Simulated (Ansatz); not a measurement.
## In in Ansatz: convergence with scf exx energy threshold

In:

```
In
1.0
    -1.88253    1.88253    1.88253
     1.88253   -1.88253    1.88253
     1.88253    1.88253   -1.88253
In
1
Direct
  0.00000 0.00000 0.00000
```

This isn't the form of In at room conditions, which is tetragonal.

```yaml
Program: Ansatz 0.2.0
Task: convergence study
Functional: HSE06
Potentials_or_basis: PseudoDojo standard (PBE files)
Cutoff: 952 eV
Density_cutoff: 3810 eV
k_mesh: 5 × 5 × 5
Occupations: gaussian, width 0.05 eV
Spin: no spin polarisation
```

These are the settings of the first run; the series varies scf exx energy threshold, with any setting tied to it.

Hardware: 2 threads of Intel(R) Xeon(R) Processor @ 2.50GHz (Skylake/Cascade Lake), with other jobs on the host.

```tsv
scf exx energy threshold	energy less the tightest run, at zero smearing (meV/atom)	SCF cycles	CPU time (s)	peak memory (GiB)
0.01	0.00	19	44	0.64
0.001	0.00	19	48	0.65
0.0001	0.00	19	50	0.64
1e-05	0.00	19	49	0.64
1e-06	0.00	20	50	0.64
1e-07	0.00	23	59	0.64
```

Against the tightest run, the energy stays within 1 meV/atom from 0.01 on. The tightest run that finished is the yardstick and may itself not be fully converged.

Caveat, for the tightest run too: the k mesh is coarse (spacing up to 0.47 Å⁻¹), so the values aren't converged, least of all with exact exchange.
